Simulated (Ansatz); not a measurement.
Ti3Al in Ansatz: the effect of target pressure

Crystal: Ti3Al.

```
CELL_PARAMETERS angstrom
2.92754 0.00000 0.00000
-1.46377 2.53533 0.00000
0.00000 0.00000 9.22636
ATOMIC_POSITIONS crystal
Ti 0.33333 0.66667 0.24941
Ti 0.33333 0.66667 0.75059
Ti 0.66667 0.33333 0.00000
Al 0.66667 0.33333 0.50000
```

The cell comes from a database or a generator and needn't be the stable form of this composition.

Alike in all runs:

| Item | Value |
| --- | --- |
| Program | Ansatz 0.2.0 |
| Task | relaxation of cell and atoms |
| Functional | PBEsol |
| Potentials or basis | Ansatz PAW |
| Cutoff | 420 eV (not typed: the program's choice for these potentials) |
| k mesh | 10 × 10 × 3 |
| Occupations | fermi-dirac, width 0.05 eV |
| Spin | no spin polarisation |

Each run relaxes the cell or the atoms first.

Problem. One run gave: relaxed volume 16.60 Å³/atom. Which target pressure did it use?
A. 5 GPa
B. 20 GPa
C. 0 GPa
D. 2 GPa
E. 10 GPa

Solution. C.

| target pressure | relaxed volume (Å³/atom) |
| --- | --- |
| 0 GPa | 16.60 |
| 2 GPa | 16.32 |
| 5 GPa | 15.94 |
| 10 GPa | 15.39 |
| 20 GPa | 14.49 |
| 30 GPa | 13.76 |

Caveats: the plane-wave basis is chosen anew once the cell has moved, so the energies of steps on either side of that aren't comparable; the PAW data sets come from PBE, with cores solved anew for the run's functional, which leaves a small shift of forces and pressure; the volume moved by over 15 % at a fixed basis, so the end points are rough (some runs).
